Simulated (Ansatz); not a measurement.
A run of Ansatz 0.2.0 is set up as follows.

input.yaml

```yaml
crystal:
  lattice:
    - [0.0, 3.205, 3.205]
    - [3.205, 0.0, 3.205]
    - [3.205, 3.205, 0.0]
  atoms:
    - { symbol: Te, position: [0.75, 0.75, 0.75] }
    - { symbol: Cd, position: [0.0, 0.0, 0.0] }
hamiltonian:
  xc: pbe
  pseudopotentials: { kind: paw }
kpoints:
  mp_grid: { grid: [7, 7, 7] }
scf:
  occupations: { method: gaussian, width: 0.026 }
output:
  forces: true
  stress: true
  eigenvalues: true
  write_density: true
  write_potential: true
  elf: true
  volumetric_format: npy
```

Potentials or basis: Ansatz PAW.

The run is started by

```sh
$ ansatz run input.yaml --threads 2 --pin off --max-ram 5632MiB --backend cpu --events-out ev --progress --plain --runs-dir out
```

Estimate the pressure.

4.2 GPa.

Predict the band gap on the k mesh.

0.87 eV, direct.

Caveat: odd divisions of the mesh miss points on the zone boundary, where band edges often lie, so the gap on the mesh can be too wide; spin-orbit coupling is left out, which moves the levels of the heavy elements.

**Experimental background.**

From a printed reference work, data compilation, for a bulk crystal of CdTe at 0 K: band gap 1.607 eV.

A measured gap of CdTe is 1.607 eV (0 K; a printed reference work, data compilation); the calculated 0.87 eV misses it by -0.73 eV. Spin-orbit coupling on Cd, Te is left out. The value is that of PBE, without temperature or zero-point motion. Semilocal functionals fall short of measured gaps as a rule.
